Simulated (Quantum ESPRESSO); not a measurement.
A run of Quantum ESPRESSO 7.5:

Contents of pw.in:

```
&CONTROL
  calculation = 'vc-relax'
  prefix = 'pwscf'
  outdir = './tmp'
  pseudo_dir = './pseudo'
  tprnfor = .true.
  tstress = .true.
  disk_io = 'low'
  nstep = 40
  forc_conv_thr = 0.0004
  etot_conv_thr = 1d-05
/
&SYSTEM
  ibrav = 0
  nat = 2
  ntyp = 1
  ecutwfc = 45
  ecutrho = 360
  nbnd = 24
  occupations = 'smearing'
  smearing = 'fd'
  degauss = 0.00367493
  nspin = 2
  starting_magnetization(1) = 0.2143
  vdw_corr = 'grimme-d3'
  dftd3_version = 4
/
&ELECTRONS
  conv_thr = 4d-10
  electron_maxstep = 120
  mixing_beta = 0.3
/
&IONS
  ion_dynamics = 'bfgs'
/
&CELL
  cell_dynamics = 'bfgs'
  press = 0
  press_conv_thr = 0.3
/
ATOMIC_SPECIES
Cr    51.9961 cr_pbesol_v1.5.uspp.F.UPF
CELL_PARAMETERS bohr
   5.1287167022    0.0000000000    0.0000000000
  -2.5643583511    4.4415989530    0.0000000000
   0.0000000000    0.0000000000    8.3336922096
ATOMIC_POSITIONS bohr
Cr     2.5643583514    1.4805329842    6.2502691572
Cr    -0.0000000003    2.9610659688    2.0834230524
K_POINTS automatic
11 11 6 0 0 0
```

Potentials or basis: GBRV 1.5 PBEsol.

Run with:

```sh
$ OMP_NUM_THREADS=1 mpirun -n 2 pw.x -nk 2 -in pw.in > pw.out
```

Hardware: 2 MPI ranks on Arm Neoverse V2 (shared host).

**Question.** Estimate the wall time of this run.

**Answer.** Wall time 3.6 min on 2 MPI ranks on Arm Neoverse V2, on a shared host, peak memory 0.24 GiB a rank. Counts: scf iterations 115, k pools 2, bands 24, ion steps 8, k points 64, g dense 21891.
